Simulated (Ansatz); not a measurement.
**HfC in the rocksalt structure**

Method: PBE, scalar-relativistic; no spin polarisation; PAW, 420 eV, Γ-centred 4×4×4 mesh, 0.05 eV Gaussian smearing; code Ansatz; PAW files: Ansatz's generated set soft_2.

```xyz
16
Lattice="0.0000 4.6515 4.6515 4.6515 0.0000 4.6515 4.6515 4.6515 0.0000" Properties=species:S:1:pos:R:3 pbc="T T T"
Hf    2.3258    2.3258    2.3258
C     0.0000    0.0000    0.0000
Hf    4.6515    4.6515    2.3258
C     2.3258    2.3258    0.0000
Hf    4.6515    2.3258    4.6515
C     2.3258    0.0000    2.3258
Hf    6.9773    4.6515    4.6515
C     4.6515    2.3258    2.3258
Hf    2.3258    4.6515    4.6515
C     0.0000    2.3258    2.3258
Hf    4.6515    6.9773    4.6515
C     2.3258    4.6515    2.3258
Hf    4.6515    4.6515    6.9773
C     2.3258    2.3258    4.6515
Hf    6.9773    6.9773    6.9773
C     4.6515    4.6515    4.6515
```

The compound is reported in the structure type of the start.

The cell above (space group Fm-3m at a tolerance of 0.05 Å) comes from a relaxation within its symmetry on a finer mesh. All atoms were then moved at random (spread 0.10 Å) and the cell was relaxed without symmetry.

Q: What does it relax into?

A: It returns: the energy ends within 0.1 meV/atom of the undisturbed cell and space group Fm-3m is found again (tolerance 0.05 Å). The test covers only distortions that fit this cell.

For elements this heavy, spin–orbit coupling would shift levels and gaps; it isn't included here. The k-mesh is coarse, so small energy differences aren't converged.
